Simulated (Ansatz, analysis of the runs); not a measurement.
# Transmission past a defect: Cu wire along [110], 3 atoms a period, Si in place of one Cu, part 2 of 2

What does the defect do to the conductance?

Ansatz 0.2.0; DFT PBE, plane waves, PAW; relaxation of a wire's period (the session's first sound run).

So far. Step 3 (The wire at its relaxed period): At the computed energy nearest the Fermi level there are 3 channels a spin. Step 4 (Relaxing the junction): The largest force component on a free atom ends at 0.046 eV/Å, under the limit of 0.07. Si ends nearest to Cu at 2.34 Å, Cu at 2.35 Å, Cu at 2.36 Å, Cu at 2.36 Å, Cu at 2.36 Å and Cu at 2.36 Å.

### 5. Transmission between the leads (continued)

Valence density in the ca plane at fractional y = 0.500, with atoms of Cu and Si within 0.2 Å of it. It is the smooth field of the valence electrons, not physical close to the nuclei.

Ten steps, logarithmic in the rise over the least value, from '0' (0 e/Å³) to '9' (39 e/Å³), each cell a mean:
```
00000000000000000000000000000000000000000000
00000000000000000000000000000000000000000000
00000000000000000000000000000000000000000000
00000000000000000000000000000000000000000000
00000000000000000000000000000000000000000000
00000000000000000000000000000000000000000000
00012100011210001110000000000111000112100012
11146521135631013652111111112464101256411146
21379831159962126984111111113797311589621279
21379831158962126994111001113797311489621269
11145421125531113552111101112454211245311135
11111111111111111111111111111111111111111111
11110011110011110001111111111000111100111110
11100011110001110000111001111000111100011100
11000001100001100000110000010000011000011100
00000000000000000000000000000000000000000000
00000000000000000000000000000000000000000000
00000000000000000000000000000000000000000000
00000000000000000000000000000000000000000000
00000000000000000000000000000000000000000000
00000000000000000000000000000000000000000000
00000000000000000000000000000000000000000000
00000000000000000000000000000000000000000000
```
Columns run along c (16.0 Å, from fractional 0.10 to 0.84 of the cell), rows up along a (8.6 Å). Atoms in or near the plane, at fractional coordinates: Cu at (0.17, 0.60), Cu at (0.28, 0.60), Cu at (0.39, 0.60), Si at (0.50, 0.57), Cu at (0.61, 0.60), Cu at (0.72, 0.60), Cu at (0.83, 0.60).

The transmission at the computed energy nearest the Fermi level is 2.46, with 3 channels a spin open in the lead. The lead's Hamiltonian steps by 21.7 meV, which the program lets pass, though it counts in the error estimate.

### 6. Landauer integrals

This step: Landauer integrals over the computed T(E), interpolated linearly between its energies (analysis of the runs above).

Conductance and thermopower are moments of T(E) over the thermal window; sliding the window along E stands for a gate that leaves T(E) rigid.

This step gave:

```
conductance at 300 K, interpolated from T(E) : 2.454 G₀
thermopower at 300 K                         : 0.1725 μV/K
Lorenz number over L0                        : 0.9969
```

T(E) held rigid; rough near sharp steps of T(E). The conductance at 300 K by shift of the leads' level:

```tsv
shift of the leads' level (eV)	conductance at 300 K (G₀)
-1.150	2.04
-1.050	1.33
-1.000	1.12
-0.900	1.02
-0.850	1.03
-0.750	1.35
-0.650	1.69
-0.600	1.81
-0.500	2.04
-0.450	2.14
-0.350	2.30
-0.300	2.35
-0.200	2.42
-0.100	2.45
-0.050	2.45
0.050	2.45
0.100	2.44
0.200	2.41
0.300	2.38
0.350	2.36
0.450	2.31
0.500	2.28
0.600	2.19
0.650	2.14
0.750	1.97
0.850	1.74
0.900	1.69
1.000	2.07
1.050	2.29
1.150	2.33
```

T(E) held rigid; rough near sharp steps of T(E). Table of thermopower at 300 K by shift of the leads' level:

```tsv
shift of the leads' level (eV)	thermopower at 300 K (μV/K)
-1.150	16.3
-1.050	33.8
-0.950	6.78
-0.800	-21.0
-0.700	-15.6
-0.600	-9.88
-0.500	-7.71
-0.400	-5.03
-0.250	-2.12
-0.150	-0.906
-0.050	-0.112
0.050	0.403
0.150	0.757
0.250	1.05
0.400	1.59
0.500	2.22
0.600	3.40
0.700	5.83
0.800	9.21
0.950	-15.7
1.050	-9.37
1.150	3.82
```

The two levels move by half the bias each and T(E) is held rigid. Table of current from the zero-bias T(E) by bias:

```tsv
bias (V)	current from the zero-bias T(E) (μA)
0.000	0
0.100	19.0
0.200	38.0
0.300	56.9
0.400	75.7
0.500	94.3
0.600	113
0.700	131
0.800	149
0.900	166
1.000	183
1.100	200
1.200	216
1.300	231
1.400	245
1.500	259
1.600	271
1.700	282
1.800	293
1.900	303
2.000	315
```

By hand, Mott's formula: S = −(π²k²T/3e) d ln T/dE, and π²k²T/3e = 7.33 μV/K × eV at 300 K. The computed T is 2.46 at -0.050 eV and 2.45 at +0.050 eV, so d ln T/dE ≈ -0.0275 per eV and S ≈ 0.201 μV/K, against 0.172 from the integrals.

The thermopower is 0.172 μV/K. The Lorenz ratio is 1.00, where the Wiedemann-Franz law gives 1. Moving the level by up to 0.1 eV either way gives -0.47 to 0.59 μV/K.

### 7. The same system on other settings: output.transmission.reduced_basis = false

This step: DFT PBE, plane waves, PAW; channels and complex bands of a perfect wire; changed: output.transmission.reduced_basis = false (Ansatz 0.2.0).

System of this step: Cu wire along [110], 3 atoms a period. The cell holds 3 atoms: 3 Cu. Cell: a = 8.615 Å, b = 9.367 Å, c = 2.397 Å, α = 90.0°, β = 90.0°, γ = 90.0°. Vacuum lies along a and b. The structure's axis is c.

The atoms of the run on the perfect lead are kept and the input is varied, to see whether the result depends on it.

Input file input.yaml:

```yaml
crystal:
  lattice:
    - [8.615, 0.0, 0.0]
    - [0.0, 9.367, 0.0]
    - [0.0, 0.0, 2.3965541914]
  atoms:
    - { symbol: Cu, position: [0.396886986, 0.370883344, 0.0] }
    - { symbol: Cu, position: [0.600886505, 0.499989197, 0.5] }
    - { symbol: Cu, position: [0.396886986, 0.62909505, 0.0] }
kpoints:
  mp_grid: { grid: [1, 1, 34] }
scf:
  occupations: { method: fermi_dirac, width: 0.05 }
hamiltonian:
  xc: pbe
output:
  transmission:
    e_range: [-1.5, 1.5]
    de: 0.05
    kmesh: [1, 1]
    reduced_basis: false
    leads: [[0, 0]]
basis:
  ecutwfc: "340 eV"
```

The run is started by

```sh
$ ansatz run input.yaml --threads 8 --pin off --max-ram 16384MiB --backend cpu --events-out ev --progress --plain --runs-dir out
```

The job ended after 54 s (8 threads of Arm Neoverse V2, shared host; peak memory 3.7 GiB).

This step gave:

```
energy at zero smearing : -19871.9032 eV
```

Table of open channels of the lead, one spin by energy, zero at the Fermi level:

```tsv
energy (eV)	open channels of the lead, one spin
-1.50	6
-1.40	9
-1.35	8
-1.25	4
-1.20	5
-1.10	5
-1.00	3
-0.95	2
-0.85	2
-0.75	2
-0.70	2
-0.60	2
-0.55	3
-0.45	3
-0.35	3
-0.30	3
-0.20	3
-0.10	3
-0.05	3
0.00	3
0.05	3
0.10	3
0.20	3
0.30	3
0.35	3
0.45	3
0.55	3
0.60	3
0.70	3
0.75	3
0.85	3
0.95	3
1.00	3
1.10	3
1.20	3
1.25	3
1.35	3
1.40	3
1.50	3
```

It took 54 s against 21 s for the run it varies.

The channels at the energy nearest the Fermi level, one spin stays within 0.2 % plus 0.001 of the run it varies.

### 8. What came out

| Property | Result |
| --- | --- |
| conductance, Si in place of one Cu | 2.45 G₀ |
| thermopower, Si in place of one Cu | 0.172 μV/K |

**Reading.** Summed over the computed window, 64 % of the lead's open channels pass the defect; the conductance at 300 K is 2.45 G₀. The energy step of 0.05 eV was too wide for the program's own thermal average, so the values at 300 K come from a linear interpolation of T(E) and are rough where T(E) is steep. Transport is coherent and elastic here: the atoms are frozen, so scattering by vibrations plays no part. A cutoff under the files' recommended one was taken to save time; its effect on T(E) was not tested here.

[Logs are printed without paths, hosts, clocks, repeated set-up lines and the standing remarks that a program may print on its own settings, such as how far it seeks lower states.]

[Hosts, paths, dates, database ids (printed as entryN), source tags and the programs' standing remarks are cut or masked in the printed files.]
